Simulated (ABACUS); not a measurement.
**MnS: equation of state with PBEsol**

Crystal: MnS.

```
Mn S
1.0
     0.00000    2.60450    2.60450
     2.60450    0.00000    2.60450
     2.60450    2.60450    0.00000
Mn S
1 1
Direct
  0.00000 0.00000 0.00000
  0.50000 0.50000 0.50000
```

```
Program                                       : ABACUS 3.10.1
Task                                          : equation of state
Functional                                    : PBEsol
Potentials or basis                           : SSSP 1.3 efficiency PBE
Cutoff                                        : 748 eV
Density cutoff                                : 5987 eV
Basis                                         : plane waves
k mesh                                        : 7 × 7 × 7
Occupations                                   : fermi-dirac, width 0.05 eV
Spin                                          : collinear spin, ferromagnetic start
Starting moments                              : [4.0, 0.0] μB
Radial cutoff of the potentials (pseudo_rcut) : 10 bohr
SCF threshold on the density                  : 1e-08
Max SCF steps                                 : 100
Eigensolver                                   : dav
Mixing                                        : broyden
Mixing share                                  : 0.4
Symmetry key                                  : 1
```

* Equilibrium volume: 15.47 Å³/atom (rough: see the caveat)
* Bulk modulus: 65 GPa (rough)

Energy against volume, from the lowest point:
| volume (Å³/atom) | energy (meV/atom) |
| --- | --- |
| 16.607 | 0.00 |
| 17.314 | 23.76 |
| 18.021 | 56.44 |
| 18.727 | 96.75 |

All runs of the series together: 120 s on 4 threads of Intel(R) Xeon(R) 6975P-C (Granite Rapids), with other jobs on the host.

Caveat: the fit is doubtful: noisy points or a state that changes with volume; the minimum lies outside the volumes run; the potentials were made for another functional, which shifts forces and pressure.
